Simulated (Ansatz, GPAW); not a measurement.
## A script for MgO (GLLB-SC)

These are simulated results from GPAW 26.7.0, not measurements. The cell was built from a prototype and was relaxed with r2SCAN in plane waves (Ansatz 0.2.0). Not every such cell is a known phase. All runs are without spin polarisation.

Space group P6_3mc (No. 186), hexagonal; a = 3.247 Å, c = 10.396 Å in the conventional setting, 11.86 Å³ an atom. Around Mg lie 4 O at 1.97–1.99 Å; around Mg lie 4 O at 1.97–1.98 Å; around O lie 4 Mg at 1.98–1.99 Å; around O lie 4 Mg at 1.97 Å.

GLLB-SC is a model potential. Its fundamental gap is the Kohn-Sham gap plus a derivative discontinuity, which the script evaluates at the band edges among the listed k points. Its total energy isn't variational and serves nothing here.

run.py reads:

```python
import json
from ase import Atoms
from gpaw import GPAW, PW, FermiDirac

atoms = Atoms(['Mg', 'Mg', 'Mg', 'Mg', 'O', 'O', 'O', 'O'],
              cell=[[3.2466324, 0.0, 0.0], [-1.6233162, 2.81166614, 0.0], [0.0, 0.0, 10.39563075]],
              scaled_positions=[[0.0, 0.0, -0.002141991], [0.333333333, 0.666666667, 0.249218164], [0.0, 0.0, 0.497858009], [0.666666667, 0.333333333, 0.749218164], [0.0, 0.0, 0.189147155], [0.333333333, 0.666666667, 0.438776672], [0.0, 0.0, 0.689147155], [0.666666667, 0.333333333, 0.938776672]],
              pbc=True)
calc = GPAW(mode=PW(400), xc='GLLBSC', kpts={'size': (6, 6, 2), 'gamma': True},
            occupations=FermiDirac(0.02), maxiter=100, legacy_gpaw=True, txt='gpaw.txt')
atoms.calc = calc
res = {'energy': atoms.get_potential_energy(force_consistent=True)}
res['electrons'] = calc.get_number_of_electrons()
res['k'] = calc.get_ibz_k_points().tolist()
res['levels'] = [calc.get_eigenvalues(kpt=i).tolist() for i in range(len(res['k']))]
points = [[0.0, 0.0, 0.0], [0.5, 0.0, 0.0], [0.333333, 0.333333, 0.0], [0.0, 0.0, 0.5], [0.5, 0.0, 0.5], [0.333333, 0.333333, 0.5]]
bands = calc.fixed_density(kpts=points, symmetry='off', nbands=round(res['electrons']) // 2 + 6, convergence={'bands': -2}, txt='bands.txt')
res['points'] = [bands.get_eigenvalues(kpt=i).tolist() for i in range(len(points))]
homo, lumo = bands.get_homo_lumo()
potential = calc.hamiltonian.xc.response.calculate_discontinuity_potential(homo, lumo)
res['discontinuity'] = bands.hamiltonian.xc.response.calculate_discontinuity(potential)
json.dump(res, open('results.json', 'w'))
print('free energy (eV):', round(res['energy'], 5))
```

Command: `python run.py`. It took 36 s on 1 thread of Intel(R) Xeon(R) 6975P-C (Granite Rapids), on a shared host, peak memory 0.23 GiB.

The log gpaw.txt, trimmed of paths, versions and times, then the last line on the terminal. An iter line gives the energy in eV and the logarithms of the changes of orbitals (plane waves alone) and density (c: converged):

```
___ ___ ___ _ _ _
 |   |   |_  | | | |

 | | | | | . | | | |

 |__ |  _|___|_____|  26.7.0
 |___|_|

Input parameters:
  kpts: {gamma: True,
         size: (6, 6, 2)}
  maxiter: 100
  mode: {ecut: 400.0,
         name: pw}
  occupations: {fixmagmom: False,
                name: fermi-dirac,
                width: 0.02}
  xc: GLLBSC

System changes: positions, numbers, cell, pbc, initial_charges, initial_magmoms

Initialize ...

species:
  Mg:
    name:    Magnesium
    Z:       12.0
    valence: 10
    core:    2
    charge:  0.0  # [|e|]
    compensation charges:
      type: gauss
      rc: 0.33  # [Å]
      lmax: 2
    cutoffs:
      filter: 1.86  # [Å]
      core: 0.54  # [Å]
    projectors
    | kind |    occ | energy [eV] | rcut [Å] |

    |------|--------|-------------|----------|

    |   2s |  2.000 |     -81.998 |    1.090 |

    |   3s |  2.000 |      -6.877 |    1.090 |

    |   2p |  6.000 |     -48.239 |    1.085 |

    |   3p |  0.000 |      -3.605 |    1.085 |

    |    d |        |       0.000 |    1.037 |

    Using partial waves for Mg as LCAO basis

  O:
    name:    Oxygen
    Z:       8.0
    valence: 6
    core:    2
    charge:  0.0  # [|e|]
    compensation charges:
      type: gauss
      rc: 0.21  # [Å]
      lmax: 2
    cutoffs:
      filter: 1.17  # [Å]
      core: 0.83  # [Å]
    projectors
    | kind |    occ | energy [eV] | rcut [Å] |

    |------|--------|-------------|----------|

    |   2s |  2.000 |     -28.986 |    0.688 |

    |   2p |  4.000 |     -13.358 |    0.598 |

    |    s |        |      -1.774 |    0.688 |

    |    p |        |      13.853 |    0.598 |

    |    d |        |       0.000 |    0.619 |

    Using partial waves for O as LCAO basis

Reference energy: -29883.215763  # eV

Spin-paired calculation

Convergence criteria:
 Maximum [total energy] change in last 3 cyles: 0.0005 eV / valence electron
 Maximum integral of absolute [dens]ity change: 0.0001 electrons / valence electron
 Maximum integral of absolute [eigenst]ate change: 4e-08 eV^2 / valence electron
 Maximum number of scf [iter]ations: 100
 (Square brackets indicate name in SCF output, whereas a 'c' in
 the SCF output indicates the quantity has converged.)

Symmetries present (total): 2

  ( 1  0  0)  (-1  0  0)
  ( 0  1  0)  ( 1  1  0)
  ( 0  0  1)  ( 0  0  1)

72 k-points: 6 x 6 x 2 Monkhorst-Pack grid + [1/12,1/12,1/4]
26 k-points in the irreducible part of the Brillouin zone
       k-points in crystal coordinates                weights
   0:     0.00000000    0.00000000    0.00000000          1/72
   1:     0.00000000    0.00000000    0.50000000          1/72
   2:     0.00000000    0.16666667    0.00000000          2/72
   3:     0.00000000    0.16666667    0.50000000          2/72
   4:     0.00000000    0.33333333    0.00000000          2/72
   5:     0.00000000    0.33333333    0.50000000          2/72
   6:     0.00000000    0.50000000    0.00000000          1/72
   7:     0.00000000    0.50000000    0.50000000          1/72
   8:     0.16666667    0.00000000    0.00000000          4/72
   9:     0.16666667    0.00000000    0.50000000          4/72
          ...
  25:     0.50000000    0.50000000    0.50000000          2/72

Wave functions: Plane wave expansion
  Cutoff energy: 400.000 eV
  Number of coefficients (min, max): 1712, 1737
  Pulay-stress correction: 0.000000 eV/Ang^3 (de/decut=0.000000)
  Using FFTW library
  ScaLapack parameters: grid=1x1, blocksize=None
  Wavefunction extrapolation:
    Improved wavefunction reuse through dual PAW basis

Occupation numbers: Fermi-Dirac:
  width: 0.0200  # eV

Eigensolver
   Davidson(niter=2)

Densities:
  Coarse grid: 15*15*48 grid
  Fine grid: 30*30*96 grid
  Total Charge: 0.000000

Density mixing:
  Method: separate
  Backend: msr1
  Linear mixing parameter: 0.05
  old densities: 10
  Width of damping distribution: 1.1
  Damping of long wavelength oscillations: 20

Hamiltonian:
  XC and Coulomb potentials evaluated on a 30*30*96 grid
  Using the GLLBSC Exchange-Correlation functional
  External potential:
    NoExternalPotential

XC parameters: GLLBSC functional being used consists of
  -----------------------------------------------------------------------
  | Weight | Module     | Description                                   |

  -----------------------------------------------------------------------
  |  1.000 | SCREENING  | GGA_X_PBE_SOL with 2 nearest neighbor stencil |

  |  1.000 | RESPONSE   | eps=0.0500 eV                                 |

  |  1.000 | XC         | GGA_C_PBE_SOL with 2 nearest neighbor stencil |

  -----------------------------------------------------------------------

Memory estimate:
  Process memory now: 115.46 MiB
  Calculator: 48.09 MiB
    Density: 6.07 MiB
      Arrays: 2.14 MiB
      Localized functions: 2.28 MiB
      Mixer: 1.65 MiB
    Hamiltonian: 1.46 MiB
      Arrays: 1.40 MiB
      XC: 0.00 MiB
      Poisson: 0.00 MiB
      vbar: 0.06 MiB
    Wavefunctions: 40.56 MiB
      Arrays psit_nG: 29.63 MiB
      Eigensolver: 1.56 MiB
      Projections: 1.77 MiB
      Projectors: 6.50 MiB
      PW-descriptor: 1.10 MiB

Total number of cores used: 1

Number of atoms: 8
Number of atomic orbitals: 48
Number of bands in calculation: 43
Number of valence electrons: 64
Bands to converge: occupied

... initialized

Initializing position-dependent things.

Density initialized from atomic densities
Creating initial wave functions:
  43 bands from LCAO basis set
Positions:
   0 Mg     0.000000    0.000000   -0.022267    ( 0.0000,  0.0000,  0.0000)
   1 Mg    -0.000000    1.874444    2.590780    ( 0.0000,  0.0000,  0.0000)
   2 Mg     0.000000    0.000000    5.175548    ( 0.0000,  0.0000,  0.0000)
   3 Mg     1.623316    0.937222    7.788595    ( 0.0000,  0.0000,  0.0000)
   4 O      0.000000    0.000000    1.966304    ( 0.0000,  0.0000,  0.0000)
   5 O     -0.000000    1.874444    4.561360    ( 0.0000,  0.0000,  0.0000)
   6 O      0.000000    0.000000    7.164119    ( 0.0000,  0.0000,  0.0000)
   7 O      1.623316    0.937222    9.759176    ( 0.0000,  0.0000,  0.0000)

Unit cell:
           periodic     x           y           z      points  spacing
  1. axis:    yes    3.246632    0.000000    0.000000    15     0.1874
  2. axis:    yes   -1.623316    2.811666    0.000000    15     0.1874
  3. axis:    yes    0.000000    0.000000   10.395631    48     0.2166

  Lengths:   3.246632   3.246632  10.395631
  Angles:   90.000000  90.000000 120.000000

Effective grid spacing dv^(1/3) = 0.2064

iter:   1   -58.067772
iter:   2   -62.394733   -0.96  -0.95
iter:   3   -47.581919   -0.52  -0.93
iter:   4   -41.372823   -0.79  -1.25
iter:   5   -41.899471   -1.49  -1.28
iter:   6   -40.324957   -2.28  -1.71
iter:   7   -41.191958   -2.70  -2.02
iter:   8   -41.260356   -3.42  -2.80
iter:   9   -41.190096   -4.28  -3.07
iter:  10   -41.145767   -4.64  -3.23
iter:  11   -41.143647   -5.04  -4.13c
iter:  12   -41.147859c  -5.45  -4.08c
iter:  13   -41.150421c  -5.60  -4.34c
iter:  14   -41.149468c  -5.85  -4.46c
iter:  15   -41.149049c  -6.07  -4.67c
iter:  16   -41.148821c  -6.30  -4.77c
iter:  17   -41.148831c  -6.54  -4.98c
iter:  18   -41.148897c  -6.78  -5.03c
iter:  19   -41.148900c  -7.01  -5.27c
iter:  20   -41.148928c  -7.25  -5.27c
iter:  21   -41.148902c  -7.47c -5.56c

Converged after 21 iterations.

Energy contributions relative to reference atoms: (reference = -29883.215763)

Kinetic:        +39.256689
Potential:      -19.697876
External:        +0.000000
XC:             -59.854180
Entropy (-ST):   -0.000000
Local:           -0.853535
SIC:             +0.000000
--------------------------
Free energy:    -41.148902
Extrapolated:   -41.148902

GLLBSC response reference energy: -0.60857 eV (from HOMO)

Showing only first 2 kpts
 Kpt  Band  Eigenvalues  Occupancy
  0    30     -0.77598    2.00000
  0    31     -0.60856    2.00000
  0    32      4.05153    0.00000
  0    33      6.26556    0.00000

  1    30     -0.78973    2.00000
  1    31     -0.78914    2.00000
  1    32      4.78266    0.00000
  1    33      4.78321    0.00000

Fermi level: 1.21853

Gap: 4.660 eV
Transition (v -> c):
  (s=0, k=0, n=31, [0.00, 0.00, 0.00]) -> (s=0, k=0, n=32, [0.00, 0.00, 0.00])
No difference between direct/indirect transitions

free energy (eV): -41.1489
```

The gap in the log is over the mesh alone; results.json adds the listed points. GLLB-SC gives a gap of 6.89 eV (4.660 eV Kohn-Sham over the listed points plus 2.227 eV discontinuity). On the same cell, plane-wave PBE (Ansatz, 12×12×4 k points and the special points) gives a gap of 3.64 eV and r2SCAN a gap of 4.31 eV; on shared hosts these took about 7.9 and 19 core-seconds on the 8-atom cell, against 36 for the script. Semilocal gaps usually lie below measured ones.
